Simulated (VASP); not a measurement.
# SnTe (F-43m) in VASP: a series of runs

One crystal, SnTe, is run at these levels: LDA, PBEsol, r2SCAN, TB-mBJ, PBE; tasks: band structure, G0W0 low-scaling quasiparticle levels.

All numbers are computed with VASP 6.6.1; they aren't measurements. Logs are shortened: lines on timing, memory, paths and dates and some standing lists are left out, and cuts for length are marked.

**1. The crystal as given**

Symmetry: F-43m, No. 216, cubic system. Conventional cell: a = 7.222 Å, b = 7.222 Å, c = 7.222 Å, α = 90.00°, β = 90.00°, γ = 90.00°. Around Te (site symmetry -43m) lie 4 Sn at 3.13 Å. Sn (site symmetry -43m) has 4 Te at 3.13 Å as nearest neighbours.

Measurements of this composition are mostly on another form, of space group No. 225.

**2. Band structure, LDA**

POSCAR reads:

```
SnTe
1.0
    0.0000000000      3.6111460000      3.6111460000
    3.6111460000      0.0000000000      3.6111460000
    3.6111460000      3.6111460000      0.0000000000
Te Sn
1 1
Direct
    0.2500000000      0.2500000000      0.2500000000
    0.0000000000      0.0000000000      0.0000000000
```

INCAR.step1 reads:

```
SYSTEM = SnTe
  ALGO = Normal
  EDIFF = 1E-7
  ENCUT = 520
  GGA = CA
  ISIF = 2
  ISMEAR = 0
  LASPH = .True.
  LCHARG = .True.
  LREAL = .False.
  LWAVE = .False.
  NBANDS = 17
  NELM = 60
  PREC = Accurate
  SIGMA = 0.02
```

KPOINTS.step1 reads:

```
k-points
0
Gamma
  8 8 8
  0 0 0
```

INCAR.step2 reads:

```
SYSTEM = SnTe
  ALGO = Normal
  EDIFF = 1E-7
  ENCUT = 520
  GGA = CA
  ICHARG = 11
  ISIF = 2
  ISMEAR = 0
  LASPH = .True.
  LCHARG = .False.
  LREAL = .False.
  LWAVE = .False.
  NBANDS = 17
  NELM = 60
  PREC = Accurate
  SIGMA = 0.05
```

KPOINTS.step2 reads:

```
path GXWKGLUWLK,UX
20
line-mode
reciprocal
 0.0000000000  0.0000000000  0.0000000000  G
 0.5000000000  0.0000000000  0.5000000000  X

 0.5000000000  0.0000000000  0.5000000000  X
 0.5000000000  0.2500000000  0.7500000000  W

 0.5000000000  0.2500000000  0.7500000000  W
 0.3750000000  0.3750000000  0.7500000000  K

 0.3750000000  0.3750000000  0.7500000000  K
 0.0000000000  0.0000000000  0.0000000000  G

 0.0000000000  0.0000000000  0.0000000000  G
 0.5000000000  0.5000000000  0.5000000000  L

 0.5000000000  0.5000000000  0.5000000000  L
 0.6250000000  0.2500000000  0.6250000000  U

 0.6250000000  0.2500000000  0.6250000000  U
 0.5000000000  0.2500000000  0.7500000000  W

 0.5000000000  0.2500000000  0.7500000000  W
 0.5000000000  0.5000000000  0.5000000000  L

 0.5000000000  0.5000000000  0.5000000000  L
 0.3750000000  0.3750000000  0.7500000000  K

 0.6250000000  0.2500000000  0.6250000000  U
 0.5000000000  0.0000000000  0.5000000000  X
```

Potentials or basis: VASP PAW LDA potentials, release 64 (Te, Sn_d).

Launch:

```sh
cat potpaw_LDA.64/Te/POTCAR potpaw_LDA.64/Sn_d/POTCAR > POTCAR
cp INCAR.step1 INCAR
cp KPOINTS.step1 KPOINTS
mpirun -np 1 vasp_std > vasp.out
cp INCAR.step2 INCAR
cp KPOINTS.step2 KPOINTS
mpirun -np 1 vasp_std > vasp.out
```

OUTCAR:

```text
SYSTEM = SnTe
   EDIFF = 1E-7
   ENCUT = 520
   GGA = CA
   ICHARG = 11
   ISIF = 2
   ISMEAR = 0
   LASPH = .True.
   LREAL = .False.
   NELM = 60
   PREC = Accurate

 ion  position               nearest neighbor table
   1  0.250  0.250  0.250-   2 3.13   2 3.13   2 3.13   2 3.13
   2  0.000  0.000  0.000-   1 3.13   1 3.13   1 3.13   1 3.13

  LATTYP: Found a face centered cubic cell.
 ALAT       =     7.2222920000

  Lattice vectors:

 A1 = (   0.0000000000,   3.6111460000,   3.6111460000)
 A2 = (   3.6111460000,   0.0000000000,   3.6111460000)
 A3 = (   3.6111460000,   3.6111460000,   0.0000000000)

Analysis of symmetry for initial positions (statically):
=====================================================================
 Subroutine PRICEL returns:
 Original cell was already a primitive cell.

 Routine SETGRP: Setting up the symmetry group for a
 face centered cubic supercell.

 Subroutine GETGRP returns: Found 24 space group operations
 (whereof 24 operations were pure point group operations)
 out of a pool of 48 trial point group operations.

The static configuration has the point symmetry T_d .

Analysis of symmetry for dynamics (positions and initial velocities):
=====================================================================
 Subroutine PRICEL returns:
 Original cell was already a primitive cell.

 Routine SETGRP: Setting up the symmetry group for a
 face centered cubic supercell.

 Subroutine GETGRP returns: Found 24 space group operations
 (whereof 24 operations were pure point group operations)
 out of a pool of 48 trial point group operations.

The dynamic configuration has the point symmetry T_d .

 Subroutine INISYM returns: Found 24 space group operations
 (whereof 24 operations are pure point group operations),
 and found     1 'primitive' translations

----------------------------------------------------------------------------------------

                                     Primitive cell

  volume of cell :      94.1814

  direct lattice vectors                    reciprocal lattice vectors
     0.000000000  3.611146000  3.611146000    -0.138460201  0.138460201  0.138460201
     3.611146000  0.000000000  3.611146000     0.138460201 -0.138460201  0.138460201
     3.611146000  3.611146000  0.000000000     0.138460201  0.138460201 -0.138460201

  length of vectors
     5.106931649  5.106931649  5.106931649     0.239820102  0.239820102  0.239820102

  position of ions in fractional coordinates (direct lattice)
     0.250000000  0.250000000  0.250000000
     0.000000000  0.000000000  0.000000000

  ion indices of the primitive-cell ions
   primitive index   ion index
                 1           1
                 2           2

----------------------------------------------------------------------------------------

 KPOINTS: path GXWKGLUWLK,UX

Interpolating k-points between supplied coordinates.

 Line segments in fractional coordinates (reciprocal lattice):
    0.000000  0.000000  0.000000  ...  0.500000  0.000000  0.500000
    0.500000  0.000000  0.500000  ...  0.500000  0.250000  0.750000
    0.500000  0.250000  0.750000  ...  0.375000  0.375000  0.750000
    0.375000  0.375000  0.750000  ...  0.000000  0.000000  0.000000
    0.000000  0.000000  0.000000  ...  0.500000  0.500000  0.500000
    0.500000  0.500000  0.500000  ...  0.625000  0.250000  0.625000
    0.625000  0.250000  0.625000  ...  0.500000  0.250000  0.750000
    0.500000  0.250000  0.750000  ...  0.500000  0.500000  0.500000
    0.500000  0.500000  0.500000  ...  0.375000  0.375000  0.750000
    0.625000  0.250000  0.625000  ...  0.500000  0.000000  0.500000

 Generated    20 points on each line segment, for a total of    200 k-points:

 Following reciprocal coordinates:
            Coordinates               Weight
  0.000000  0.000000  0.000000      0.005000
  0.026316  0.000000  0.026316      0.005000
  0.052632  0.000000  0.052632      0.005000
  0.078947  0.000000  0.078947      0.005000
  0.105263  0.000000  0.105263      0.005000
  0.131579  0.000000  0.131579      0.005000
[... 16 lines left out ...]
  0.500000  0.026316  0.526316      0.005000
  0.500000  0.039474  0.539474      0.005000
 [... further k-points ...]
   k-points           NKPTS =    200   k-points in BZ     NKDIM =    200   number of bands    NBANDS=     17
   number of dos      NEDOS =    301   number of ions     NIONS =      2
   total plane-waves  NPLWV =  64000
   dimension x,y,z NGX =    40 NGY =   40 NGZ =   40
   dimension x,y,z NGXF=    80 NGYF=   80 NGZF=   80
   ions per type =               1   1
   NGX,Y,Z   is equivalent  to a cutoff of  13.02, 13.02, 13.02 a.u.
   NGXF,Y,Z  is equivalent  to a cutoff of  26.04, 26.04, 26.04 a.u.
 SYSTEM =  SnTe
   PREC   = accura    normal or accurate (medium, high low for compatibility)
   ISTART =      0    job   : 0-new  1-cont  2-samecut
   ICHARG =     11    charge: 1-file 2-atom 10-const
   ISPIN  =      1    spin polarized calculation?
   LNONCOLLINEAR =      F non collinear calculations
   LSORBIT =      F    spin-orbit coupling
   LASPH  =      T    aspherical Exc in radial PAW
   ENCUT  =  520.0 eV  38.22 Ry    6.18 a.u.   9.50  9.50  9.50*2*pi/ulx,y,z
   NELM   =     60;   NELMIN=  2; NELMDL=  0     # of ELM steps
   EDIFF  = 0.1E-06   stopping-criterion for ELM
   LREAL  =      F    real-space projection
   EDIFFG = 0.1E-05   stopping-criterion for IOM
   NSW    =      0    number of steps for IOM
   IBRION =     -1    ionic relax: 0-MD 1-quasi-New 2-CG
   NFREE  =      0    steps in history (QN), initial steepest desc. (CG)
   ISIF   =      2    stress and relaxation
   ISYM   =      2    0-nonsym 1-usesym 2-fastsym
   POTIM  = 0.5000    time-step for ionic-motion
   TEBEG  =    0.0;   TEEND  =   0.0 temperature during run
   PSTRESS=    0.0 pullay stress
   NELECT =      20.0000    total number of electrons
   NUPDOWN=      -1.0000    fix difference up-down
   EMIN   =  10.00;   EMAX   =-10.00  energy-range for DOS
   EFERMI =   0.00;   METHOD = LEGACY
   ISMEAR =     0;   SIGMA  =   0.05  broadening in eV -4-tet -1-fermi 0-gaus
   EFERMI_NEDOS =   21; number of points for ismear=-14 and -15
   IALGO  =     38    algorithm
   IMIX   =      4    mixing-type and parameters
     AMIX     =   0.40;   BMIX     =  1.00
     AMIX_MAG =   1.60;   BMIX_MAG =  1.00
  volume/ion in A,a.u.               =      47.09       317.78
  Fermi-wavevector in a.u.,A,eV,Ry     =   0.976704  1.845704 12.979296  0.953951
  Thomas-Fermi vector in A             =   2.107344
   LORBIT       =      0    0 simple, 1 ext, 2 COOP (PROOUT), +10 PAW based schemes
   GGA     = CA    functional components
   LHFCALC =     F    Hartree Fock is set to
   AEXX    =    0.0000 exact exchange contribution
   IVDW    =     0    specifies the selected vdW correction
   LEPSILON=     F    determine dielectric tensor
   LRPA    =     F    only Hartree local field effects (RPA)
 non-spin polarized calculation
 Gauss-broadening in eV      SIGMA  =   0.05
  energy-cutoff  :      520.00
  volume of cell :       94.18
 maximum number of plane-waves:      2637
 NGX is ok and might be reduce to    40

 number of electron      19.9999999 magnetization

 Free energy of the ion-electron system (eV)
  ---------------------------------------------------
  ext. energy  EPLUGINS =         0.00000000
  ---------------------------------------------------
  free energy    TOTEN  =        -8.13478021 eV

  energy without entropy =       -8.13122032  energy(sigma->0) =       -8.13300027

 E-fermi :   2.9436     XC(G=0):  -7.8070

 val. band max:        2.9423047003   @ k =   0.5066   0.0132   0.5066
 cond. band min:       2.9435973764   @ k =   0.4737   0.0000   0.4737
 fundamental gap:      0.0012926761
 Fermi energy:         2.9435540438

 k-point     1 :       0.0000    0.0000    0.0000
  band No.  band energies     occupation
      1     -18.7797      2.00000
      2     -18.7797      2.00000
      3     -18.7797      2.00000
      4     -18.7685      2.00000
      5     -18.7685      2.00000
      6      -8.6387      2.00000
[... 9 lines left out ...]
     16       9.3646      0.00000
     17      10.4024      0.00000

 k-point     2 :       0.0263    0.0000    0.0263
  band No.  band energies     occupation
      1     -18.7797      2.00000
      2     -18.7797      2.00000
      3     -18.7797      2.00000
      4     -18.7685      2.00000
      5     -18.7685      2.00000
      6      -8.6347      2.00000
[... 9 lines left out ...]
     16       9.3713      0.00000
     17      10.4311      0.00000

 k-point     3 :       0.0526    0.0000    0.0526
  band No.  band energies     occupation
      1     -18.7798      2.00000
      2     -18.7796      2.00000
      3     -18.7796      2.00000
      4     -18.7685      2.00000
      5     -18.7685      2.00000
      6      -8.6228      2.00000
[... 9 lines left out ...]
     16       9.3915      0.00000
     17      10.4593      0.00000

 k-point     4 :       0.0789    0.0000    0.0789
  band No.  band energies     occupation
      1     -18.7799      2.00000
      2     -18.7795      2.00000
      3     -18.7795      2.00000
      4     -18.7686      2.00000
      5     -18.7685      2.00000
      6      -8.6030      2.00000
[... 9 lines left out ...]
     16       9.4252      0.00000
     17      10.5316      0.00000

 k-point     5 :       0.1053    0.0000    0.1053
  band No.  band energies     occupation
      1     -18.7801      2.00000
      2     -18.7794      2.00000
      3     -18.7794      2.00000
      4     -18.7686      2.00000
      5     -18.7684      2.00000
      6      -8.5758      2.00000
[... 9 lines left out ...]
     16       9.4723      0.00000
     17      10.6293      0.00000

 k-point     6 :       0.1316    0.0000    0.1316
  band No.  band energies     occupation
      1     -18.7803      2.00000
      2     -18.7792      2.00000
      3     -18.7792      2.00000
      4     -18.7686      2.00000
      5     -18.7684      2.00000
      6      -8.5413      2.00000
[... 9 lines left out ...]
     16       9.5329      0.00000
     17      10.7566      0.00000
[... 281 lines left out ...]
 k-point    21 :       0.5000    0.0000    0.5000
  band No.  band energies     occupation
      1     -18.7832      2.00000
      2     -18.7768      2.00000
      3     -18.7768      2.00000
      4     -18.7693      2.00000
      5     -18.7676      2.00000
      6      -7.8833      2.00000
[... 9 lines left out ...]
     16      11.0563      0.00000
     17      11.1102      0.00000

 k-point    22 :       0.5000    0.0132    0.5132
  band No.  band energies     occupation
      1     -18.7831      2.00000
      2     -18.7768      2.00000
      3     -18.7768      2.00000
      4     -18.7693      2.00000
      5     -18.7677      2.00000
      6      -7.8833      2.00000
[... 9 lines left out ...]
     16      11.0381      0.00000
     17      11.0516      0.00000

 k-point    23 :       0.5000    0.0263    0.5263
  band No.  band energies     occupation
      1     -18.7831      2.00000
      2     -18.7769      2.00000
      3     -18.7768      2.00000
      4     -18.7693      2.00000
      5     -18.7677      2.00000
      6      -7.8832      2.00000
[... 9 lines left out ...]
     16      10.9955      0.00000
     17      11.0376      0.00000

 k-point    24 :       0.5000    0.0395    0.5395
  band No.  band energies     occupation
      1     -18.7831      2.00000
      2     -18.7769      2.00000
      3     -18.7768      2.00000
      4     -18.7693      2.00000
      5     -18.7677      2.00000
      6      -7.8831      2.00000
[... 9 lines left out ...]
     16      10.9490      0.00000
     17      11.0169      0.00000

 [... further k-points ...]
[... 5 lines left out ...]
  --------------------------------------------------------------------------------------
  -------------------------------------------------------------------------------------
  Total       -2.9269792     -2.9269792     -2.9269792     -0.0000000     -0.0000000      0.0000000
  in kB      -49.7926313    -49.7926313    -49.7926313     -0.0000000     -0.0000000      0.0000000
  external PRESSURE =     -49.7926313 kB  Pullay stress =       0.0000000 kB

 VOLUME and BASIS-vectors are now :
 -----------------------------------------------------------------------------
  energy-cutoff  :      520.00
  volume of cell :       94.18
      direct lattice vectors                 reciprocal lattice vectors
     0.000000000  3.611146000  3.611146000    -0.138460201  0.138460201  0.138460201
     3.611146000  0.000000000  3.611146000     0.138460201 -0.138460201  0.138460201
     3.611146000  3.611146000  0.000000000     0.138460201  0.138460201 -0.138460201

 POSITION                                       TOTAL-FORCE (eV/Angst)
 -----------------------------------------------------------------------------------
      1.80557      1.80557      1.80557        -0.000000     -0.000000     -0.000000
      0.00000      0.00000      0.00000         0.000000      0.000000      0.000000
 -----------------------------------------------------------------------------------
    total drift:                               -0.000000     -0.000000     -0.000000

  FREE ENERGIE OF THE ION-ELECTRON SYSTEM (eV)
  ---------------------------------------------------
  free  energy   TOTEN  =        -8.1347802134 eV

  energy  without entropy=       -8.1312203207  energy(sigma->0) =       -8.13300027
```

It took 5.9 min on 1 thread of Intel Xeon Platinum 8375C at 2.90GHz (Ice Lake), shared host; peak memory 0.44 GiB.

Results:

| Quantity | Value |
| --- | --- |
| Band gap along the path | none (metal or under the smearing width) |

Levels at the corners of the path, in eV from the Fermi level:
```
point  band 6  band 7  band 8  band 9  band 10  band 11  band 12  band 13  band 14  band 15
    Γ  -11.58   -5.31   -1.93   -1.93    -1.93     0.95     0.95     0.95     3.86     6.42
    X  -10.83   -7.43   -3.13   -3.13    -0.73    -0.01     3.80     3.80     5.26     6.24
    X  -10.83   -7.43   -3.13   -3.13    -0.73    -0.01     3.80     3.80     5.26     6.24
    W  -10.83   -7.41   -3.40   -3.32    -0.01     1.25     2.14     3.03     5.17     6.18
    W  -10.83   -7.41   -3.40   -3.32    -0.01     1.25     2.14     3.03     5.17     6.18
    K  -10.85   -7.39   -3.53   -2.94    -0.56     1.06     2.97     3.11     4.63     6.58
    K  -10.85   -7.39   -3.53   -2.94    -0.56     1.06     2.97     3.11     4.63     6.58
    Γ  -11.58   -5.31   -1.93   -1.93    -1.93     0.95     0.95     0.95     3.86     6.42
    Γ  -11.58   -5.31   -1.93   -1.93    -1.93     0.95     0.95     0.95     3.86     6.42
    L  -11.05   -7.08   -2.47   -2.47    -2.12     1.75     1.75     3.29     5.45     6.19
    L  -11.05   -7.08   -2.47   -2.47    -2.12     1.75     1.75     3.29     5.45     6.19
    U  -10.85   -7.39   -3.53   -2.94    -0.56     1.06     2.97     3.11     4.63     6.58
    U  -10.85   -7.39   -3.53   -2.94    -0.56     1.06     2.97     3.11     4.63     6.58
    W  -10.83   -7.41   -3.40   -3.32    -0.01     1.25     2.14     3.03     5.17     6.18
    W  -10.83   -7.41   -3.40   -3.32    -0.01     1.25     2.14     3.03     5.17     6.18
    L  -11.05   -7.08   -2.47   -2.47    -2.12     1.75     1.75     3.29     5.45     6.19
    L  -11.05   -7.08   -2.47   -2.47    -2.12     1.75     1.75     3.29     5.45     6.19
    K  -10.85   -7.39   -3.53   -2.94    -0.56     1.06     2.97     3.11     4.63     6.58
    U  -10.85   -7.39   -3.53   -2.94    -0.56     1.06     2.97     3.11     4.63     6.58
    X  -10.83   -7.43   -3.13   -3.13    -0.73    -0.01     3.80     3.80     5.26     6.24
```

Caveat: the log is that of the step along the path at fixed density, whose energy, stress, charges and moments have no meaning; spin-orbit coupling is left out, which moves the levels of the heavy elements.

**3. Band structure, PBEsol**

POSCAR is that of step 2.

Edit INCAR.step1 of step 2 so:

```diff
@@ -4,3 +4,3 @@
   ENCUT = 520
-  GGA = CA
+  GGA = PS
   ISIF = 2
```

KPOINTS.step1 is that of step 2.

Edit INCAR.step2 of step 2 so:

```diff
@@ -4,3 +4,3 @@
   ENCUT = 520
-  GGA = CA
+  GGA = PS
   ICHARG = 11
```

KPOINTS.step2 is that of step 2.

Potentials or basis: VASP PAW PBE potentials, release 64 (Te, Sn_d).

Launch:

```sh
cat potpaw_PBE.64/Te/POTCAR potpaw_PBE.64/Sn_d/POTCAR > POTCAR
cp INCAR.step1 INCAR
cp KPOINTS.step1 KPOINTS
mpirun -np 1 vasp_std > vasp.out
cp INCAR.step2 INCAR
cp KPOINTS.step2 KPOINTS
mpirun -np 1 vasp_std > vasp.out
```

Wall time 6.1 min (1 thread of Intel Xeon Platinum 8375C at 2.90GHz (Ice Lake), shared host); peak memory 0.48 GiB.

It converged, with:

```yaml
Band_gap_on_the_k_mesh: 0.03 eV, indirect (least direct gap 0.76 eV)
Band_gap_along_the_path: 0.03 eV, indirect (least direct gap 0.76 eV)
```

Levels at the corners of the path, in eV from the valence-band top:
| point | band 7 | band 8 | band 9 | band 10 | band 11 | band 12 | band 13 | band 14 |
| --- | --- | --- | --- | --- | --- | --- | --- | --- |
| Γ | -5.25 | -1.96 | -1.96 | -1.96 | 0.96 | 0.96 | 0.96 | 3.95 |
| X | -7.41 | -3.15 | -3.15 | -0.72 | 0.03 | 3.84 | 3.84 | 5.30 |
| X | -7.41 | -3.15 | -3.15 | -0.72 | 0.03 | 3.84 | 3.84 | 5.30 |
| W | -7.39 | -3.42 | -3.33 | 0.00 | 1.28 | 2.17 | 3.05 | 5.21 |
| W | -7.39 | -3.42 | -3.33 | 0.00 | 1.28 | 2.17 | 3.05 | 5.21 |
| K | -7.37 | -3.55 | -2.96 | -0.55 | 1.09 | 3.01 | 3.13 | 4.66 |
| K | -7.37 | -3.55 | -2.96 | -0.55 | 1.09 | 3.01 | 3.13 | 4.66 |
| Γ | -5.25 | -1.96 | -1.96 | -1.96 | 0.96 | 0.96 | 0.96 | 3.95 |
| Γ | -5.25 | -1.96 | -1.96 | -1.96 | 0.96 | 0.96 | 0.96 | 3.95 |
| L | -7.05 | -2.49 | -2.49 | -2.10 | 1.76 | 1.76 | 3.34 | 5.52 |
| L | -7.05 | -2.49 | -2.49 | -2.10 | 1.76 | 1.76 | 3.34 | 5.52 |
| U | -7.37 | -3.55 | -2.96 | -0.55 | 1.09 | 3.01 | 3.13 | 4.66 |
| U | -7.37 | -3.55 | -2.96 | -0.55 | 1.09 | 3.01 | 3.13 | 4.66 |
| W | -7.39 | -3.42 | -3.33 | 0.00 | 1.28 | 2.17 | 3.05 | 5.21 |
| W | -7.39 | -3.42 | -3.33 | 0.00 | 1.28 | 2.17 | 3.05 | 5.21 |
| L | -7.05 | -2.49 | -2.49 | -2.10 | 1.76 | 1.76 | 3.34 | 5.52 |
| L | -7.05 | -2.49 | -2.49 | -2.10 | 1.76 | 1.76 | 3.34 | 5.52 |
| K | -7.37 | -3.55 | -2.96 | -0.55 | 1.09 | 3.01 | 3.13 | 4.66 |
| U | -7.37 | -3.55 | -2.96 | -0.55 | 1.09 | 3.01 | 3.13 | 4.66 |
| X | -7.41 | -3.15 | -3.15 | -0.72 | 0.03 | 3.84 | 3.84 | 5.30 |

Caveat: the log is that of the step along the path at fixed density, whose energy, stress, charges and moments have no meaning; the PAW data sets were made with another functional, which shifts forces and pressure a little; spin-orbit coupling is left out, which moves the levels of the heavy elements.

[end of part 1 of 3]
